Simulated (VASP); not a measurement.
The system is C2H2, in a box.

```
C H
1.0
    12.70486    0.00000    0.00000
     0.00000   13.20486    0.00000
     0.00000    0.00000   13.70486
C H
2 2
Cartesian
  5.9528 6.8832 6.4739
  6.7610 6.4164 7.2397
  5.2359 7.2971 5.7946
  7.4780 6.0026 7.9187
```

Base run:

```yaml
Program: VASP 6.6.1
Functional: rev-vdW-DF2
Potentials_or_basis: VASP PAW PBE potentials, release 64 (C, H)
Cutoff: 400 eV
k_mesh: 1 × 1 × 1
Occupations: gaussian, width 0.01 eV
Spin: no spin polarisation
```

Its results: gap between the frontier levels 6.67 eV; largest force 0.199 eV/Å.

**Question.** The run is repeated on the same cell with these changes: functional from rev-vdW-DF2 to PBEsol. What comes out?

**Answer.** Gap between the frontier levels 6.75 eV; largest force 0.174 eV/Å.

Caveats: the standard files for N, O and F lose accuracy on very short bonds; the PAW data sets were made with another functional, which shifts forces and pressure a little.

A k mesh can miss the band edges.

Not every run made on this cell is shown here.
